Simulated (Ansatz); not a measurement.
The system is HgSe.

```xyz
2
Lattice="0.0000 3.0390 3.0390 3.0390 0.0000 3.0390 3.0390 3.0390 0.0000" Properties=species:S:1:pos:R:3 pbc="T T T"
Hg    0.0000    0.0000    0.0000
Se    4.5585    4.5585    4.5585
```

Base run:

| Item | Value |
| --- | --- |
| Program | Ansatz 0.2.0 |
| Functional | LDA |
| Potentials or basis | Ansatz PAW |
| Cutoff | 420 eV (not typed: the program's choice for these potentials) |
| k mesh | 8 × 8 × 8 |
| Occupations | fermi-dirac, width 0.05 eV |
| Spin | no spin polarisation |

Its results: band gap on the k mesh none (metal or under the smearing width); pressure -0.4 GPa.

Problem. The run is repeated on the same cell with these changes: functional from LDA to PBE. What comes out?

Solution. Band gap on the k mesh none (metal or under the smearing width); pressure 4.7 GPa.

PBE binds less tightly than LDA, so the same cell stands under more pressure.

Caveats: spin-orbit coupling is left out, which moves the levels of the heavy elements; the PAW data sets come from PBE, with cores solved anew for the run's functional, which leaves a small shift of forces and pressure (some runs).
